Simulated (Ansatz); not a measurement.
## Ag: changes ranked by their effect on the pressure

```
CELL_PARAMETERS angstrom
2.93000 0.00000 0.00000
-1.46500 2.53745 0.00000
0.00000 0.00000 4.79000
ATOMIC_POSITIONS crystal
Ag 0.33333 0.66667 0.25000
Ag 0.66667 0.33333 0.75000
```

Atoms are numbered in the order listed.

The cell is COD entry 1509145, as deposited and not checked against the literature; nothing was relaxed.

All numbers below come from DFT, PBE, all-electron LAPW, scalar-relativistic (Ansatz 0.2.0).

Settings: a Γ-centred 14×14×8 k mesh, Fermi–Dirac smearing of 0.05 eV, basis error target 0.25 meV/atom, no spin polarisation.

In this reference run the pressure is 0.5 GPa (positive in compression). Each change below is made alone, on the same k mesh, with fractional coordinates held unless an atom is moved; x, y and z are the Cartesian axes.

Q: One change shifts the pressure by -11.1 GPa. Which?
A. z strained by +4 % at fixed volume
B. no relativity
C. volume scaled by 0.97
D. functional pbesol
E. functional lda
F. atom 2 (Ag) moved by (0.1200, 0.0000, 0.0000) Å

A: E. The others give: volume scaled by 0.97, +3.1 GPa; functional pbesol, -6.7 GPa; atom 2 (Ag) moved by (0.1200, 0.0000, 0.0000) Å, +0.1 GPa; no relativity, +6.6 GPa; z strained by +4 % at fixed volume, +0.4 GPa.
